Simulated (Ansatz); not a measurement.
A (001) slab of Hf (P6_3/mmc (No. 194)), 6 planes, outer planes Hf (top) and Hf (bottom), with 6 atoms (Hf6) in a surface cell of A = 8.894 Å², as cut from the bulk:

```xyz
6
Lattice="3.2046 0.0000 0.0000 -1.6023 2.7753 0.0000 0.0000 0.0000 27.6712" Properties=species:S:1:pos:R:3 pbc="T T T"
Hf    1.6023    0.9251    7.5000
Hf    0.0000    1.8502   10.0342
Hf    1.6023    0.9251   12.5685
Hf    0.0000    1.8502   15.1027
Hf    1.6023    0.9251   17.6369
Hf    0.0000    1.8502   20.1712
```

The calculation used DFT PBE, scalar-relativistic, plane waves, PAW (Ansatz). Settings: cutoff 420 eV, Γ-centred mesh 12×12×1 on the computed 6-atom cell, Gaussian smearing of 0.10 eV; no spin polarisation.

Against the same 6 atoms in the bulk, the slab as cut lies 2.058 eV higher and the relaxed slab 1.929 eV higher.

(1) Work out the surface energy before and after relaxation.

(2) What is the ideal work of this cut, per area?

Answers

(1) The slab has two faces, so γ = (E_slab − N·E_bulk)/(2A), the mean of both. As cut: 2.058/(2 × 8.894) = 0.1157 eV/Å², and 1 eV/Å² = 16.02 J/m², so γ = 1.85 J/m². Relaxed: 1.929/(2 × 8.894) = 0.1084 eV/Å² = 1.74 J/m². Relaxation recovers 6 % of the cost of cutting.

(2) Griffith's ideal work is 2γ: 3.71 J/m² if the new faces stay rigid, 3.47 J/m² if they relax. One thickness was run, 6 planes, so γ can still shift with it.